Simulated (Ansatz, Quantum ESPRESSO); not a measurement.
# blue phosphorene, 1 layer: response to a perpendicular field, part 4 of 5

How does blue phosphorene, 1 layer respond to a gate-like field without added charge?

Quantum ESPRESSO 7.5; plane-wave DFT, PBE, GBRV ultrasoft pseudopotentials; geometry and cross-check by Ansatz 0.2.0 with PAW datasets.

So far. Step 6 (Ground state: field 0.1 V/Å): The dipole goes from -0.0000 to 0.0193 e Å, 0.1928 e Å per V/Å. Step 7 (Potential by pp.x): The slope in the vacuum is 0.100 eV/Å for an applied 0.10 V/Å, as it should be.

### Step 8. Ground state: field 0.2 V/Å

Input file f2.in:

```
&control
  prefix = 'f2'
  outdir = './out'
  pseudo_dir = './pseudo'
  calculation = 'scf'
  tprnfor = .true.
  tefield = .true.
  dipfield = .true.
/
&system
  ibrav = 0
  nat = 2
  ntyp = 1
  ecutwfc = 40
  ecutrho = 200
  occupations = 'smearing'
  smearing = 'fd'
  degauss = 0.004
  edir = 3
  emaxpos = 0.97
  eopreg = 0.04
  eamp = 0.00388938
/
&electrons
  conv_thr = 1e-09
  mixing_beta = 0.4
  electron_maxstep = 120
  mixing_mode = 'plain'
  startingpot = 'file'
/
ATOMIC_SPECIES
  P   30.9738  p_pbe_v1.5.uspp.F.UPF
CELL_PARAMETERS angstrom
  3.27955982395267 0.00000000000000 -0.00000000000000
  -1.63977991197633 2.84018212077383 0.00000000000000
  -0.00000000000000 0.00000000000000 18.24000000000000
ATOMIC_POSITIONS crystal
  P   0.666666666667 0.333333333333 0.465956067227
  P   0.333333333333 0.666666666667 0.534043932773
K_POINTS automatic
  12 12 1 0 0 0
```

Run with:

```bash
> cp -r out/f0.save out/f2.save
> OMP_NUM_THREADS=1 mpirun -n 2 pw.x -nk 2 -in f2.in > f2.out
```

The log of the run:

```text
[banner, memory and clock lines left out]
Program PWSCF v.7.5 starts
[...]
number of electrons       =        10.00
     number of Kohn-Sham states=            9
     kinetic-energy cutoff     =      40.0000  Ry
     charge density cutoff     =     200.0000  Ry
[...]
number of k points=    74  Fermi-Dirac smearing, width (Ry)=  0.0040
[...]
Dense  grid:    54611 G-vectors     FFT dimensions: (  27,  27, 160)
[...]
The initial density is read from file :
[...]
negative rho (up, down):  1.737E-04 0.000E+00
[...]
Starting wfcs are    8 randomized atomic wfcs +    1 random wfcs
[...]
negative rho (up, down):  1.720E-04 0.000E+00
[...]
estimated scf accuracy    <       0.01008529 Ry
[...]
negative rho (up, down):  1.723E-04 0.000E+00
[...]
estimated scf accuracy    <       0.03426899 Ry
[...]
negative rho (up, down):  1.714E-04 0.000E+00
[...]
estimated scf accuracy    <       0.00003180 Ry
[...]
negative rho (up, down):  1.720E-04 0.000E+00
[...]
estimated scf accuracy    <       0.00001741 Ry
[...]
negative rho (up, down):  1.730E-04 0.000E+00
[...]
estimated scf accuracy    <       0.00000023 Ry
[...]
negative rho (up, down):  1.731E-04 0.000E+00
[...]
estimated scf accuracy    <          2.4E-09 Ry
[...]
negative rho (up, down):  1.732E-04 0.000E+00
[...]
estimated scf accuracy    <          1.3E-09 Ry
[...]
negative rho (up, down):  1.732E-04 0.000E+00
[...]
Computed dipole along edir(3) :
        Dipole                0.0729 Ry au,          0.1853 Debye
        Dipole field          0.0008 Ry au,
        E field amplitude [Ha a.u.]:  3.8894E-03
        Potential amp.        0.2045 Ry
        Total length         33.0899 bohr
[...]
the Fermi energy is    -2.3797 ev
!    total energy              =     -31.03265613 Ry
     estimated scf accuracy    <          2.4E-11 Ry
     smearing contrib. (-TS)   =      -0.00000000 Ry
     internal energy E=F+TS    =     -31.03265613 Ry
[...]
one-electron contribution =    -146.37029619 Ry
     hartree contribution      =      74.60647773 Ry
     xc contribution           =     -11.76491230 Ry
     ewald contribution        =      52.49658346 Ry
     electric field correction =      -0.00050883 Ry
     convergence has been achieved in   8 iterations
     negative rho (up, down):  1.732E-04 0.000E+00
[...]
Total force =     0.000575     Total SCF correction =     0.000007
[...]
```

It took 32 s on 2 MPI ranks of Arm Neoverse V1, shared host; peak memory 0.2 GiB.

Numbers from this step:

```
free energy                          : -422.2208 eV
Fermi energy                         : -2.380 eV
dipole along the normal              : 0.03858 e·Å
valence top, on the run's zero       : -3.366 eV
conduction bottom, on the run's zero : -1.426 eV
```

The dipole goes from -0.0000 to 0.0386 e Å, 0.1929 e Å per V/Å.

### Step 9. Electrostatic potential

Input file f2.pot.in:

```
&inputpp
  prefix = 'f2'
  outdir = './out'
  filplot = 'f2.pot.dat'
  plot_num = 11
/
```

Run with:

```bash
> OMP_NUM_THREADS=1 mpirun -n 2 pp.x -in f2.pot.in > f2.pot.out
```

Wall time 0.9 s (2 MPI ranks); peak memory 0.11 GiB; 1.7 s of CPU time.

This step gave:

```
slope of the potential above                                          : 0.2000 eV/Å
upper vacuum line continued to the top atoms, over the valence top    : 5.925 eV
slope of the potential below                                          : 0.1999 eV/Å
lower vacuum line continued to the bottom atoms, over the valence top : 6.425 eV
```

The slope in the vacuum is 0.200 eV/Å for an applied 0.20 V/Å, as it should be.

### Step 10. Band structure: field 0.2 V/Å

Input file f2.bands.in:

```
&control
  prefix = 'f2.bands'
  outdir = './out'
  pseudo_dir = './pseudo'
  calculation = 'bands'
  tefield = .true.
  dipfield = .true.
/
&system
  ibrav = 0
  nat = 2
  ntyp = 1
  ecutwfc = 40
  ecutrho = 200
  occupations = 'smearing'
  smearing = 'fd'
  degauss = 0.004
  edir = 3
  emaxpos = 0.97
  eopreg = 0.04
  eamp = 0.00388938
  nbnd = 11
/
&electrons
  conv_thr = 1e-07
  mixing_beta = 0.4
  electron_maxstep = 120
  mixing_mode = 'local-TF'
/
ATOMIC_SPECIES
  P   30.9738  p_pbe_v1.5.uspp.F.UPF
CELL_PARAMETERS angstrom
  3.27955982395267 0.00000000000000 -0.00000000000000
  -1.63977991197633 2.84018212077383 0.00000000000000
  -0.00000000000000 0.00000000000000 18.24000000000000
ATOMIC_POSITIONS crystal
  P   0.666666666667 0.333333333333 0.465956067227
  P   0.333333333333 0.666666666667 0.534043932773
K_POINTS crystal_b
4
  0.0000000000 0.0000000000 0.0000000000 14
  0.5000000000 0.0000000000 0.0000000000 14
  0.3333333333 0.3333333333 0.0000000000 14
  0.0000000000 0.0000000000 0.0000000000 1
```

Run with:

```bash
> cp -r out/f2.save out/f2.bands.save
> cp out/f2.xml out/f2.bands.xml
> OMP_NUM_THREADS=1 mpirun -n 2 pw.x -nk 2 -in f2.bands.in > f2.bands.out
```

The log of the run:

```text
[banner, memory and clock lines left out]
Program PWSCF v.7.5 starts
[citation notice left out]

[...]
bravais-lattice index     =            0
     lattice parameter (alat)  =       6.1975  a.u.
     unit-cell volume          =    1146.5241 (a.u.)^3
     number of atoms/cell      =            2
     number of atomic types    =            1
     number of electrons       =        10.00
     number of Kohn-Sham states=           11
     kinetic-energy cutoff     =      40.0000  Ry
     charge density cutoff     =     200.0000  Ry
     Exchange-correlation=  SLA  PW   PBX  PBC
                           (   1   4   3   4   0   0   0)

[...]
PseudoPot. # 1 for P  read from file:
     ./pseudo/p_pbe_v1.5.uspp.F.UPF
     Pseudo is Ultrasoft + core correction, Zval =  5.0
     Generated by new atomic code, or converted to UPF format
     Using radial grid of  903 points,  6 beta functions with:
                l(1) =   0
                l(2) =   0
                l(3) =   1
                l(4) =   1
                l(5) =   2
                l(6) =   2
     Q(r) pseudized with  8 coefficients,  rinner =    1.300   1.300   1.300
                                                       1.300   1.300

     atomic species   valence    mass     pseudopotential
     P                 5.00    30.97380     P ( 1.00)

     No symmetry found

[...]
number of k points=    43  Fermi-Dirac smearing, width (Ry)=  0.0040
[...]
Dense  grid:    54611 G-vectors     FFT dimensions: (  27,  27, 160)

     Smooth grid:    39175 G-vectors     FFT dimensions: (  25,  25, 144)

     The potential is recalculated from file :
     ./out/f2.bands.save/charge-density

     negative rho (up, down):  1.732E-04 0.000E+00

     Adding external electric field

     Computed dipole along edir(3) :
        Dipole                0.0729 Ry au,          0.1853 Debye
        Dipole field          0.0008 Ry au,

        E field amplitude [Ha a.u.]:  3.8894E-03
        Potential amp.        0.2045 Ry
        Total length         33.0899 bohr

     Starting wfcs are    8 randomized atomic wfcs +    3 random wfcs

     Band Structure Calculation
     Davidson diagonalization with overlap

     ethr =  1.00E-09,  avg # of iterations = 67.7

     End of band structure calculation

          k = 0.0000 0.0000 0.0000 (  4917 PWs)   bands (ev):

   -17.4746  -9.7595  -3.7655  -3.4845  -3.4845   0.4108   0.5434   0.5434
     1.6711   2.3552   3.0874

          k = 0.0357 0.0206 0.0000 (  4925 PWs)   bands (ev):

   -17.4540  -9.7454  -3.7532  -3.6771  -3.5340   0.4553   0.6067   0.6275
     1.6962   2.3795   3.1055

[...]
```

Elapsed: 30 s, on 2 MPI ranks; peak memory 0.13 GiB.

This step gave:

```
conduction bottom, on the run's zero : -1.434 eV
gap by band count                    : 1.931 eV
```

Band numbers count within the set of bands kept for display. Electronic bands along the path, in eV, zero at the highest filled level of the SCF mesh; v1 is the highest filled band, c1 the lowest empty one:

```csv
point,v4,v3,v2,v1,c1,c2,c3,c4
Γ,-6.39,-0.40,-0.12,-0.12,3.78,3.91,3.91,5.04
halfway,-6.16,-3.87,-1.45,-0.04,2.26,5.02,5.31,6.19
M,-8.95,-3.12,-2.27,-1.35,2.01,3.55,5.34,6.44
halfway,-8.96,-4.23,-2.50,-1.29,3.00,4.28,4.98,6.85
K,-9.63,-5.33,-1.73,-1.71,2.19,5.53,5.55,8.29
halfway,-6.31,-3.85,-2.73,0.00,3.50,4.26,5.88,6.40
Γ,-6.39,-0.40,-0.12,-0.12,3.78,3.91,3.91,5.04
```

The electronic bands as a text plot (rows in eV, shown from -8.0 to 6.5 only):

```
    6.2 |+   +++++++         ++             +++++++++++++++++   +
    5.5 |+++++++++++++++++++++++      ++++++            +++++++++
    4.9 |+++++++++++            +++++++   ++++             ++++++
    4.3 |  +++      +++            +          +     +++++++++ ++
    3.7 |++++          +++++++++  +            ++++++++++++++++++
    3.1 |    +++                ++++           ++
    2.5 |       ++++           +    ++++  +++++
    1.9 |           +++++++++++         ++
    1.3 |
    0.7 |
    0.1 |**     *****                              ******       *
   -0.5 |*******     *****                     ****      ********
   -1.1 |  **   ***       ************      ***          **  *
   -1.7 |    *     ****               ******            *  **
   -2.3 |     **       *****************  ****        ** **
   -2.9 |       *            ***              *     **  *
   -3.5 |        **     *****   **             *****  **
   -4.1 |          *****          **           *******
   -4.7 |                           **        *
   -5.3 |                             ********
   -5.9 |       ****                                  *****
   -6.5 |*******    *                              ***     ******
   -7.1 |            ***                         **
   -7.7 |               **                     **
         Γ                   M           K                      Γ
```

Upper empty bands that drop with the field can be states of the vacuum, held by the sawtooth; they depend on the cell's width.

Along this path the valence top lies between K and Γ and the conduction bottom between Γ and M.

### Step 11. SCF with pw.x: field 0.4 V/Å

f3.in is the input of step 8 with these lines changed:

```diff
@@ -1,3 +1,3 @@
 &control
-  prefix = 'f2'
+  prefix = 'f3'
   outdir = './out'
@@ -21,3 +21,3 @@
   eopreg = 0.04
-  eamp = 0.00388938
+  eamp = 0.00777876
 /
```

Run with:

```bash
> cp -r out/f0.save out/f3.save
> OMP_NUM_THREADS=1 mpirun -n 2 pw.x -nk 2 -in f3.in > f3.out
```

The log of the run:

```text
[banner, memory and clock lines left out]
Program PWSCF v.7.5 starts
[...]
number of electrons       =        10.00
     number of Kohn-Sham states=            9
     kinetic-energy cutoff     =      40.0000  Ry
     charge density cutoff     =     200.0000  Ry
[...]
number of k points=    74  Fermi-Dirac smearing, width (Ry)=  0.0040
[...]
Dense  grid:    54611 G-vectors     FFT dimensions: (  27,  27, 160)
[...]
The initial density is read from file :
[...]
negative rho (up, down):  1.737E-04 0.000E+00
[...]
Starting wfcs are    8 randomized atomic wfcs +    1 random wfcs
[...]
negative rho (up, down):  1.675E-04 0.000E+00
[...]
estimated scf accuracy    <       0.04059328 Ry
[...]
negative rho (up, down):  1.682E-04 0.000E+00
[...]
estimated scf accuracy    <       0.13743194 Ry
[...]
negative rho (up, down):  1.669E-04 0.000E+00
[...]
estimated scf accuracy    <       0.00017609 Ry
[...]
negative rho (up, down):  1.686E-04 0.000E+00
[...]
estimated scf accuracy    <       0.00007958 Ry
[...]
negative rho (up, down):  1.710E-04 0.000E+00
[...]
estimated scf accuracy    <       0.00000155 Ry
[...]
negative rho (up, down):  1.713E-04 0.000E+00
[...]
estimated scf accuracy    <       0.00000006 Ry
[...]
negative rho (up, down):  1.715E-04 0.000E+00
[...]
estimated scf accuracy    <       0.00000001 Ry
[...]
negative rho (up, down):  1.714E-04 0.000E+00
[...]
estimated scf accuracy    <          7.4E-09 Ry
[...]
negative rho (up, down):  1.714E-04 0.000E+00
[...]
Computed dipole along edir(3) :
        Dipole                0.1460 Ry au,          0.3710 Debye
        Dipole field          0.0016 Ry au,
        E field amplitude [Ha a.u.]:  7.7788E-03
        Potential amp.        0.4089 Ry
        Total length         33.0899 bohr
[...]
the Fermi energy is    -2.3573 ev
!    total energy              =     -31.03350735 Ry
     estimated scf accuracy    <          3.5E-10 Ry
     smearing contrib. (-TS)   =      -0.00000000 Ry
     internal energy E=F+TS    =     -31.03350735 Ry
[...]
one-electron contribution =    -146.36508455 Ry
     hartree contribution      =      74.60162576 Ry
     xc contribution           =     -11.76459460 Ry
     ewald contribution        =      52.49658346 Ry
     electric field correction =      -0.00203744 Ry
     convergence has been achieved in   9 iterations
     negative rho (up, down):  1.714E-04 0.000E+00
[...]
Total force =     0.000449     Total SCF correction =     0.000033
[...]
```

Run time: 34 s. Hardware: 2 MPI ranks; peak memory 0.2 GiB; 68 s of CPU time.

Numbers from this step:

- free energy: -422.2324 eV
- Fermi energy: -2.357 eV
- dipole along the normal: 0.07724 e·Å
- valence top, on the run's zero: -3.344 eV
- conduction bottom, on the run's zero: -1.404 eV
- gap by band count: 1.940 eV

The dipole goes from -0.0000 to 0.0772 e Å, 0.1931 e Å per V/Å.

### Step 12. Potential by pp.x

Input file f3.pot.in:

```
&inputpp
  prefix = 'f3'
  outdir = './out'
  filplot = 'f3.pot.dat'
  plot_num = 11
/
```

Run with:

```bash
> OMP_NUM_THREADS=1 mpirun -n 2 pp.x -in f3.pot.in > f3.pot.out
```

Run time: 0.9 s. Hardware: 2 MPI ranks; peak memory 0.11 GiB; 1.7 s of CPU time.

Numbers from this step:

| Item | Value |
| --- | --- |
| slope of the potential above | 0.4000 eV/Å |
| upper vacuum line continued to the top atoms, over the valence top | 5.683 eV |
| slope of the potential below | 0.3999 eV/Å |
| lower vacuum line continued to the bottom atoms, over the valence top | 6.686 eV |

The slope in the vacuum is 0.400 eV/Å for an applied 0.40 V/Å, as it should be.

Each curve counts from the valence top of its own run.

The runs together. Potential energy against z:

```csv
z (Å),potential at 0 V/Å (eV),potential at 0.1 V/Å (eV),potential at 0.2 V/Å (eV),potential at 0.4 V/Å (eV)
0,6.17,5.81,5.45,4.74
1,6.17,5.55,4.93,3.69
2,6.17,5.65,5.13,4.09
3,6.17,5.75,5.33,4.49
4,6.17,5.85,5.53,4.89
5,6.17,5.95,5.72,5.28
6,6.13,6.00,5.88,5.63
7,5.49,5.45,5.41,5.32
8,-4.37,-4.38,-4.38,-4.39
9,-8.95,-8.95,-8.95,-8.95
10,-9.78,-9.78,-9.77,-9.77
11,4.82,4.85,4.88,4.94
12,6.09,6.20,6.31,6.52
13,6.17,6.37,6.57,6.98
14,6.17,6.47,6.78,7.39
15,6.17,6.57,6.98,7.79
16,6.17,6.67,7.18,8.19
17,6.17,6.77,7.38,8.59
18,6.17,6.26,6.36,6.55
```

### Step 13. Band structure: field 0.4 V/Å

f3.bands.in is the input of step 10 with these lines changed:

```diff
@@ -1,3 +1,3 @@
 &control
-  prefix = 'f2.bands'
+  prefix = 'f3.bands'
   outdir = './out'
@@ -20,3 +20,3 @@
   eopreg = 0.04
-  eamp = 0.00388938
+  eamp = 0.00777876
   nbnd = 11
```

Run with:

```bash
> cp -r out/f3.save out/f3.bands.save
> cp out/f3.xml out/f3.bands.xml
> OMP_NUM_THREADS=1 mpirun -n 2 pw.x -nk 2 -in f3.bands.in > f3.bands.out
```

The log of the run:

```text
[banner, memory and clock lines left out]
Program PWSCF v.7.5 starts
[citation notice left out]

[...]
bravais-lattice index     =            0
     lattice parameter (alat)  =       6.1975  a.u.
     unit-cell volume          =    1146.5241 (a.u.)^3
     number of atoms/cell      =            2
     number of atomic types    =            1
     number of electrons       =        10.00
     number of Kohn-Sham states=           11
     kinetic-energy cutoff     =      40.0000  Ry
     charge density cutoff     =     200.0000  Ry
     Exchange-correlation=  SLA  PW   PBX  PBC
                           (   1   4   3   4   0   0   0)

[...]
PseudoPot. # 1 for P  read from file:
     ./pseudo/p_pbe_v1.5.uspp.F.UPF
     Pseudo is Ultrasoft + core correction, Zval =  5.0
     Generated by new atomic code, or converted to UPF format
     Using radial grid of  903 points,  6 beta functions with:
                l(1) =   0
                l(2) =   0
                l(3) =   1
                l(4) =   1
                l(5) =   2
                l(6) =   2
     Q(r) pseudized with  8 coefficients,  rinner =    1.300   1.300   1.300
                                                       1.300   1.300

     atomic species   valence    mass     pseudopotential
     P                 5.00    30.97380     P ( 1.00)

     No symmetry found

[...]
number of k points=    43  Fermi-Dirac smearing, width (Ry)=  0.0040
[...]
Dense  grid:    54611 G-vectors     FFT dimensions: (  27,  27, 160)

     Smooth grid:    39175 G-vectors     FFT dimensions: (  25,  25, 144)

     The potential is recalculated from file :
     ./out/f3.bands.save/charge-density

     negative rho (up, down):  1.714E-04 0.000E+00

     Adding external electric field

     Computed dipole along edir(3) :
        Dipole                0.1460 Ry au,          0.3710 Debye
        Dipole field          0.0016 Ry au,

        E field amplitude [Ha a.u.]:  7.7788E-03
        Potential amp.        0.4089 Ry
        Total length         33.0899 bohr

     Starting wfcs are    8 randomized atomic wfcs +    3 random wfcs

     Band Structure Calculation
     Davidson diagonalization with overlap

     ethr =  1.00E-09,  avg # of iterations = 69.0

     End of band structure calculation

          k = 0.0000 0.0000 0.0000 (  4917 PWs)   bands (ev):

   -17.4531  -9.7378  -3.7451  -3.4630  -3.4630   0.4268   0.5650   0.5650
     1.0200   2.0096   3.1620

          k = 0.0357 0.0206 0.0000 (  4925 PWs)   bands (ev):

   -17.4325  -9.7237  -3.7331  -3.6554  -3.5125   0.4746   0.6283   0.6426
     1.0477   2.0341   3.1817

[...]
```

The job ended after 31 s (2 MPI ranks; peak memory 0.13 GiB; 61 s of CPU time).

This step gave:

- conduction bottom, on the run's zero: -1.413 eV
- gap by band count: 1.931 eV

Band numbers count within the set of bands kept for display. Electronic bands along the path, in eV, zero at the highest filled level of the SCF mesh; v1 is the highest filled band, c1 the lowest empty one:

```csv
point,v4,v3,v2,v1,c1,c2,c3,c4
Γ,-6.39,-0.40,-0.12,-0.12,3.77,3.91,3.91,4.36
halfway,-6.16,-3.87,-1.45,-0.04,2.26,5.00,5.31,5.55
M,-8.95,-3.12,-2.27,-1.35,2.01,3.55,5.34,6.43
halfway,-8.96,-4.23,-2.50,-1.29,3.00,4.28,4.98,6.85
K,-9.63,-5.33,-1.74,-1.70,2.19,5.52,5.56,8.28
halfway,-6.31,-3.85,-2.73,0.00,3.50,4.26,5.84,5.92
Γ,-6.39,-0.40,-0.12,-0.12,3.77,3.91,3.91,4.36
```

The electronic bands as a text plot (rows in eV, shown from -8.0 to 6.5 only):

```
    6.2 |+      ++++ ++    +++++            +++++++++++++++     +
    5.6 |++++++++++++++++++++++       ++++++        ++++ ++++++++
    5.0 |    +++++++           ++++++++   ++++          +++  +
    4.4 |+++++++    +++            +          +     +++++++++++++
    3.8 |++++          +++++++++  +            ++++++++++++++++++
    3.2 |    +++                ++++           ++
    2.6 |       +++            +    +++     +++
    2.0 |          ++++++++++++        +++++
    1.4 |
    0.8 |
    0.2 |*       ****                              ******       *
   -0.4 |********    *****                     ****      ********
   -1.0 |  **   ***       ************      ***          **  *
   -1.7 |    *     ****               ******            *  **
   -2.3 |     **       *********  ******  ****        ** **
   -2.9 |       *            ** **            *     **  *
   -3.5 |        **     *****  ***             *****  **
   -4.1 |          *****          **           *******
   -4.7 |                           **        *
   -5.3 |                             ********
   -5.9 |       ****                                  *****
   -6.5 |*******    *                              ***     ******
   -7.1 |            ***                         **
   -7.7 |               **                     **
         Γ                   M           K                      Γ
```

Upper empty bands that drop with the field can be states of the vacuum, held by the sawtooth; they depend on the cell's width.

Along this path the valence top lies between K and Γ and the conduction bottom between Γ and M.

(Part 4 of 5 ends here.)

[Logs are printed without paths, hosts, clocks, repeated set-up lines and the standing remarks that a program may print on its own settings, such as how far it seeks lower states.]

[Hosts, paths, dates, database ids (printed as entryN), source tags and the programs' standing remarks are cut or masked in the printed files.]

[Maps of the electrostatic potential energy from Ansatz leave out the sawtooth potential of an applied field or a dipole correction, so their vacuum need not be flat; planar profiles and work functions include it.]
